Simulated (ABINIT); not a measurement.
**RbBr (Fm-3m): G0W0 with ABINIT, start to end**

Wanted: ground state, empty states, screening and self-energy for RbBr (Fm-3m).

Program: ABINIT 10.8.3. Level of theory: PBE and many-body steps on it, plane waves. Results are calculated unless marked as measured.

The database entry behind the starting cell differs from later determinations by our own check (about 0.5 % short), so it need not match the best structure at ambient conditions.

**1. Starting point**

It takes space group Fm-3m (No. 225, cubic). Conventional cell: a = 6.854 Å, b = 6.854 Å, c = 6.854 Å, α = 90.00°, β = 90.00°, γ = 90.00°. Rb has 6 Br at 3.43 Å nearest. Nearest to Br lie 6 Rb at 3.43 Å. Farther neighbours and most contacts between anions are not listed.

The cell and positions come from the Crystallography Open Database and are kept as given unless a step says otherwise.

**2. Ground state**

This step: ABINIT 10.8.3; DFT, PBE, plane waves, norm-conserving pseudopotentials.

The ground-state density comes first.

run.abi

```
acell 3*1.0 Angstrom
rprim 
  0.000000000000 3.427000000000 3.427000000000
  3.427000000000 0.000000000000 3.427000000000
  3.427000000000 3.427000000000 -0.000000000000
ntypat 2
znucl 37 35
natom 2
typat 1 2
xred 
  0.000000000000 0.000000000000 0.000000000000
  0.500000000000 0.500000000000 0.500000000000
pp_dirpath "pseudos"
pseudos "Rb.upf, Br.upf"
ecut 19
ngkpt 6 6 6
nshiftk 1
shiftk 0 0 0
kptopt 1
chksymbreak 0
nband 13
occopt 1
tolvrs 1e-10
nstep 60
prtwf 0
optforces 0
optstress 0
indata_prefix "in"
outdata_prefix "out"
tmpdata_prefix "tmp"
```

Started as:

```
$ OMP_NUM_THREADS=1 mpirun -n 4 abinit run.abi > log
```

Numbers of over 12 decimals in the logs are rounded to 6 here.

What it wrote:

```text
.Version 10.8.3 of ABINIT. v10.8.2 released Aug 2026.

 Symmetries : space group Fm -3 m (#225); Bravais cF (face-center cubic)
================================================================================
 Values of the parameters that define the memory need of the present run
     intxc =       0    ionmov =       0      iscf =       7    lmnmax =       6
     lnmax =       6     mgfft =      36  mpssoang =       3    mqgrid =    3001
     natom =       2  nloc_mem =       1    nspden =       1   nspinor =       1
    nsppol =       1      nsym =      48    n1xccc =    2501    ntypat =       2
    occopt =       1   xclevel =       2
-    mband =          13        mffmem =           1         mkmem =           4
       mpw =        2174          nfft =       46656          nkpt =          16
================================================================================
  Rough estimation (10% accuracy) of disk space for files :
================================================================================

--------------------------------------------------------------------------------
------------- Echo of variables that govern the present computation ------------
--------------------------------------------------------------------------------
 -outvars: echo values of preprocessed input variables --------
            acell      1.8897261259E+00  1.8897261259E+00  1.8897261259E+00 Bohr

      chksymbreak           0
             ecut      1.90000000E+01 Hartree
-          fftalg         312

              ixc     -101130
              kpt      0.00000000E+00  0.00000000E+00  0.00000000E+00
                       1.66666667E-01  0.00000000E+00  0.00000000E+00
                       3.33333333E-01  0.00000000E+00  0.00000000E+00
                       5.00000000E-01  0.00000000E+00  0.00000000E+00
                       1.66666667E-01  1.66666667E-01  0.00000000E+00
                       3.33333333E-01  1.66666667E-01  0.00000000E+00
                       5.00000000E-01  1.66666667E-01  0.00000000E+00
                      -3.33333333E-01  1.66666667E-01  0.00000000E+00
                      -1.66666667E-01  1.66666667E-01  0.00000000E+00
   [... 5 further rows ...]
                      -3.33333333E-01  3.33333333E-01  1.66666667E-01
                      -3.33333333E-01  5.00000000E-01  1.66666667E-01
         kptrlatt        6    0    0      0    6    0      0    0    6
          kptrlen      5.49514580E+01
P           mkmem           4
            natom           2
            nband          13
            ngfft          36      36      36
             nkpt          16
            nstep          60
             nsym          48
           ntypat           2
              occ      2.000000  2.000000  2.000000  2.000000  2.000000  2.000000
                       2.000000  2.000000  0.000000  0.000000  0.000000  0.000000
                       0.000000
        optforces           0
        optstress           0
            prtwf           0
            rprim      0.0000000000E+00  3.4270000000E+00  3.4270000000E+00
[...]
spgroup         225

           tolvrs      1.00000000E-10

             xred      0.0000000000E+00  0.0000000000E+00  0.0000000000E+00
[...]
znucl       37.00000   35.00000

================================================================================

 chkinp: Checking input parameters for consistency.

================================================================================
== DATASET  1 ==================================================================
-   mpi_nproc: 4, omp_nthreads: 1 (-1 if OMP is not activated)

--- !DatasetInfo
iteration_state: {dtset: 1, }
dimensions: {natom: 2, nkpt: 16, mband: 13, nsppol: 1, nspinor: 1, nspden: 1, mpw: 2174, }
cutoff_energies: {ecut:  19.0, pawecutdg:  -1.0, }
electrons: {nelect:   1.60000000E+01, charge:   0.00000000E+00, occopt:   1.00000000E+00, tsmear:   1.00000000E-02, }

 Real(R)+Recip(G) space primitive vectors, cartesian coordinates (Bohr,Bohr^-1):
 R(1)=  0.0000000  6.4760914  6.4760914  G(1)= -0.0772071  0.0772071  0.0772071
 R(2)=  6.4760914  0.0000000  6.4760914  G(2)=  0.0772071 -0.0772071  0.0772071
 R(3)=  6.4760914  6.4760914  0.0000000  G(3)=  0.0772071  0.0772071 -0.0772071
 Unit cell volume ucvol=  5.4321144E+02 bohr^3
 Angles (23,13,12)=  6.00000000E+01  6.00000000E+01  6.00000000E+01 degrees

 getcut: wavevector=  0.0000  0.0000  0.0000  ngfft=  36  36  36
         ecut(hartree)=     19.000   => boxcut(ratio)=   2.00324

--- Pseudopotential description ------------------------------------------------
- Rb Generated using ONCVPSP code by D. R. Hamann
- 37.00000   9.00000  171031                  znucl, zion, pspdat
12 -101130 2 -1 2308                          pspcod,pspxc,lmax,lloc,mmax
     nproj     2     2     2
  pspatm : epsatm=   34.45470878
         --- l  ekb(1:nproj) -->
[...]
pspatm: atomic psp has been read  and splines computed

- Br Generated using ONCVPSP code by D. R. Hamann
- 35.00000   7.00000  171031                  znucl, zion, pspdat
12 -101130 2 -1 1098                          pspcod,pspxc,lmax,lloc,mmax
     nproj     2     2     2
  pspatm : epsatm=   11.64859065
         --- l  ekb(1:nproj) -->
[...]
2    2.589748    0.385882
 pspatm: atomic psp has been read  and splines computed

   7.37652791E+02                                ecore*ucvol(ha*bohr**3)
--------------------------------------------------------------------------------

_setup2: Arith. and geom. avg. npw (full set) are    2148.356    2148.321

================================================================================

--- !BeginCycle
iteration_state: {dtset: 1, }
solver: {iscf: 7, nstep: 60, nline: 4, wfoptalg: 0, }
tolerances: {tolvrs: 1.00E-10, }

     iter   Etot(hartree)      deltaE(h)  residm     vres2
 ETOT  1  -42.919326766497    -4.292E+01 2.148E-02 5.695E+01
 ETOT  2  -42.937657193746    -1.833E-02 1.882E-02 2.540E+00
 ETOT  3  -42.938068935354    -4.117E-04 1.819E-03 3.897E-01
 ETOT  4  -42.938088369369    -1.943E-05 6.787E-04 3.269E-02
 ETOT  5  -42.938089964393    -1.595E-06 5.464E-04 3.243E-04
 ETOT  6  -42.938089977893    -1.350E-08 1.993E-04 1.758E-06
 ETOT  7  -42.938089978009    -1.162E-10 1.308E-04 9.622E-08
 ETOT  8  -42.938089978019    -9.742E-12 7.673E-05 2.875E-09
 ETOT  9  -42.938089978018     1.002E-12 2.935E-05 6.802E-11

 At SCF step    9       vres2   =  6.80E-11 < tolvrs=  1.00E-10 =>converged.

--- !ResultsGS
iteration_state: {dtset: 1, }
comment   : Summary of ground state results
lattice_vectors:
- [  0.0000000,   6.4760914,   6.4760914, ]
- [  6.4760914,   0.0000000,   6.4760914, ]
- [  6.4760914,   6.4760914,  -0.0000000, ]
lattice_lengths: [   9.15858,    9.15858,    9.15858, ]
lattice_angles: [ 60.000,  60.000,  60.000, ] # degrees, (23, 13, 12)
lattice_volume:   5.4321144E+02
convergence: {deltae:  1.002E-12, res2:  6.802E-11, residm:  2.935E-05, diffor:  0.000E+00, }
etotal    :  -4.29380900E+01
entropy   :   0.00000000E+00
fermie    :  -3.82805169E-02
cartesian_stress_tensor: null
pressure_GPa: null
xred      :
- [  0.0000E+00,   0.0000E+00,   0.0000E+00, Rb]
- [  5.0000E-01,   5.0000E-01,   5.0000E-01, Br]
cartesian_forces: null
force_length_stats: {min: null, max: null, mean: null, }

 Integrated electronic density in atomic spheres:
 ------------------------------------------------
 Atom  Sphere_radius  Integrated_density
    1        2.00000          6.04011203
    2        2.00000          4.25675229
================================================================================

 ----iterations are completed or convergence reached----

 Mean square residual over all n,k,spin=   28.329E-08; max=  29.351E-06
 reduced coordinates (array xred) for    2 atoms
       0.000000000000      0.000000000000      0.000000000000
       0.500000000000      0.500000000000      0.500000000000
 rms dE/dt=  0.0000E+00; max dE/dt=  0.0000E+00; dE/dt below (all hartree)
    1       0.000000000000      0.000000000000      0.000000000000
    2       0.000000000000      0.000000000000      0.000000000000

 cartesian coordinates (angstrom) at end:
    1      0.000000     0.000000     0.000000
    2      3.427000     3.427000     3.427000
 length scales=  1.889726125908  1.889726125908  1.889726125908 bohr
              =  1.000000000000  1.000000000000  1.000000000000 angstroms
 prteigrs : about to open file out_EIG
 Fermi (or HOMO) energy (hartree) =  -0.03828   Average Vxc (hartree)=  -0.27156
 Eigenvalues (hartree) for nkpt=  16  k points:
 kpt#   1, nband= 13, wtk=  0.00463, kpt=  0.0000  0.0000  0.0000 (reduced coord)
  -0.93590   -0.48605   -0.35047   -0.35047   -0.35047   -0.03828   -0.03828   -0.03828
   0.12208    0.22944    0.22944    0.22944    0.26211
 prteigrs : prtvol=0 or 1, do not print more k-points.

--- !EnergyTerms
iteration_state     : {dtset: 1, }
comment             : Components of total free energy in Hartree
kinetic             :  1.16832611025282E+01
hartree             :  7.38146148238216E+00
xc                  : -1.22925326011354E+01
Ewald energy        : -2.83094525709479E+01
psp_core            :  1.35794780975051E+00
local_psp           : -2.38293239440908E+01
non_local_psp       :  1.07054874349507E+00
total_energy        : -4.29380899780181E+01
total_energy_eV     : -1.16840495105654E+03
band_energy         : -5.27028916339994E+00

== END DATASET(S) ==============================================================
================================================================================

 -outvars: echo values of variables after computation  --------
           etotal     -4.2938089978E+01
            nband          13
             nkpt          16
          spgroup         225
 [... the other variables as echoed above ...]

 Calculation completed.
```

It took 5.7 s on 4 MPI ranks of Arm Neoverse V1, shared host; peak memory 0.27 GiB; 23 s of CPU time.

This step gave:

```yaml
total_energy: -1168.4050 eV
gap: 4.364 eV
k_of_the_valence_top: 0, 0, 0
k_of_the_conduction_bottom: 0, 0, 0
least_direct_gap: 4.364 eV
```

The gap is direct, at Γ.

(Part 1 of 3 ends here.)

[Paths, hosts, dates, memory and timing lines, banners, echoed tables and standing remarks are left out of the program output.]

[Logs are printed without paths, hosts, clocks, repeated set-up lines and the standing remarks that a program may print on its own settings, such as how far it seeks lower states.]

[Runs of the session that timed out or met a known fault of the program may be left out.]

[Hosts, paths, dates, database ids (printed as entryN), source tags and the programs' standing remarks are cut or masked in the printed files.]

[G0W0 gaps are taken among the corrected bands and points alone; a level outside them can change the order at an edge.]

[Where Ansatz stands beside ABINIT at settings called matched, ABINIT's density can come from a denser mesh and the files from another edition; pairs whose starting gaps differed by over 0.03 eV were left out, so agreement reads better than it is.]
